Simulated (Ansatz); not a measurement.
Input of an Ansatz 0.2.0 run:

The input input.yaml:

```yaml
crystal:
  lattice:
    - [4.880089, 0.0, 0.0]
    - [0.0, 2.591464, 0.0]
    - [0.0, 0.0, 4.292049]
  atoms:
    - { symbol: "N", position: [0.32113, 0.75, 0.106486] }
    - { symbol: "N", position: [0.67887, 0.25, 0.893514] }
    - { symbol: "N", position: [0.17887, 0.25, 0.606486] }
    - { symbol: "N", position: [0.82113, 0.75, 0.393514] }
    - { symbol: B, position: [0.340413, 0.25, 0.907096] }
    - { symbol: B, position: [0.159587, 0.75, 0.407096] }
    - { symbol: B, position: [0.840413, 0.25, 0.592904] }
    - { symbol: B, position: [0.659587, 0.75, 0.092904] }
kpoints:
  mp_grid: { grid: [6, 10, 6] }
  band_path:
    path:
      - [0.0, 0.0, 0.0]
      - [0.0, 0.5, 0.0]
      - [0.0, 0.5, 0.5]
      - [0.0, 0.0, 0.5]
      - [0.0, 0.0, 0.0]
      - [0.5, 0.0, 0.0]
      - [0.5, 0.5, 0.0]
      - [0.5, 0.5, 0.5]
    npoints: 12
scf:
  occupations: { method: fermi_dirac, width: 0.05 }
hamiltonian:
  xc: lda
  pseudopotentials: { kind: all_electron, lapw: { basis_error: 0.002 } }
output:
  forces: true
  stress: true
  eigenvalues: true
```

Potentials or basis: all-electron LAPW, scalar-relativistic.

Launch:

```bash
$ ansatz run input.yaml --threads 4 --pin off --max-ram 12288MiB --backend cpu --events-out ev --progress --plain --runs-dir out
```

Q: Estimate the pressure.

A: -11.5 GPa.

Q: Predict the largest force.

A: 0.119 eV/Å.

Q: What does it give for the band gap along the path?

A: 5.78 eV, indirect (least direct gap 6.13 eV).

Forces in eV/Å, atoms in the order of the input:
```
N    0.119  0.000 -0.003
N   -0.119  0.000  0.003
N   -0.119  0.000 -0.003
N    0.119  0.000  0.003
B    0.000  0.000  0.019
B    0.000  0.000  0.019
B    0.000  0.000 -0.019
B    0.000  0.000 -0.019
```
